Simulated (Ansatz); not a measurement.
**MgS under changes of volume**

One of the cells (22.670 Å³/atom); the others are scaled copies at fixed shape and fractional positions:

```
S Mg
1.0
     4.03462    0.00000    0.00000
    -2.01731    3.49409    0.00000
     0.00000    0.00000    6.43229
S Mg
2 2
Direct
  0.66667 0.33333 0.87924
  0.33333 0.66667 0.37924
  0.33333 0.66667 0.99575
  0.66667 0.33333 0.49575
```

The cell comes from a database or a generator and needn't be the stable form of this composition.

- Program: Ansatz 0.2.0
- Functional: PBE
- Potentials or basis: Ansatz PAW
- Cutoff: 420 eV (not typed: the program's choice for these potentials)
- k mesh: 8 × 8 × 4
- Occupations: fermi-dirac, width 0.05 eV
- Spin: no spin polarisation

| volume (Å³/atom) | energy over the lowest point (meV/atom) | pressure (GPa) | gap on the mesh (eV) | largest force (eV/Å) |
| --- | --- | --- | --- | --- |
| 21.309 | 27.28 | 5.2 | 3.76 | 0.040 |
| 21.763 | 14.66 | 3.7 | 3.65 | 0.043 |
| 22.216 | 6.16 | 2.3 | 3.54 | 0.045 |
| 22.670 | 1.40 | 1.1 | 3.44 | 0.048 |
| 23.123 | 0.00 | -0.1 | 3.34 | 0.050 |
| 23.576 | ? | ? | ? | ? |
| 24.030 | 6.08 | -2.0 | 3.16 | 0.053 |

Problem. What does the run at 23.576 Å³/atom give?

Solution. Energy over the lowest point 1.66 meV/atom; pressure -1.1 GPa; gap on the mesh 3.25 eV; largest force 0.052 eV/Å.

Worked out: A Birch-Murnaghan fit of order 3 (a polynomial in V^(-2/3)) to the other rows has its minimum at 23.10 Å³/atom with B0 = V·E''(V) = 55 GPa and B' = 4.0 at fixed shape and positions, which overstates the stiffness. It gives 1.65 meV/atom at 23.576 Å³/atom, against the run's 1.66, and -dE/dV = -1.1 GPa, against -1.1. A straight line through the other rows of the gap, of slope -5 eV per unit of ln V (its deformation potential), gives 3.25 eV, against the run's 3.25.

Energies are extrapolated to zero smearing.
